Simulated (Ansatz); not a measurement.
Runs of Ansatz 0.2.0 on HfO2. Symmetry: Pca2_1, No. 29, orthorhombic system. The conventional cell has a = 5.219 Å, b = 5.005 Å, c = 5.033 Å, α = 90.00°, β = 90.00°, γ = 90.00°. Hf (site symmetry 1) is surrounded by 7 O at 2.02 to 2.23 Å. Around O (site symmetry 1) lie 3 Hf at 2.02 to 2.13 Å. O (site symmetry 1) is surrounded by 4 Hf at 2.11 to 2.23 Å. Measurements of this composition are mostly on another form, of space group No. 14.

```tsv
task	level	cell	cutoff (eV)	points for each segment of the path	gap on the mesh (eV)	pressure (GPa)	relaxed volume (Å³/atom)	largest force (eV/Å)
single point	PBE	as given	250	-	4.48	9.6	-	0.28
relaxation of cell and atoms	PBE+D3(BJ)	relaxed	420	-	4.41	0.0	11.22	0.01
relaxation of cell and atoms	RPBE+D3(BJ)	relaxed	420	-	(a)	0.0	10.44	-
band structure	PBE	as given	420	10	4.48	(b)	-	0.12
```

Alike in all rows: potentials or basis Ansatz PAW; no spin polarisation; k mesh 5 × 6 × 5; smearing fermi-dirac 0.05 eV.

Estimate the missing entries.

(a) 4.70; (b) 9.8.

Caveats: spin-orbit coupling is left out, which moves the levels of the heavy elements; odd divisions of the mesh miss points on the zone boundary, where band edges often lie, so the gap on the mesh can be too wide (some runs); the plane-wave basis is chosen anew once the cell has moved, so the energies of steps on either side of that aren't comparable (some runs); the pressure holds a Pulay correction of +108.8 GPa for the finite cutoff (some runs); the cutoff lies under the one recommended for these potentials (some runs); the PAW data sets come from PBE, with cores solved anew for the run's functional, which leaves a small shift of forces and pressure (some runs).

A k mesh can miss the band edges, and the runs leave out spin-orbit coupling on Hf.
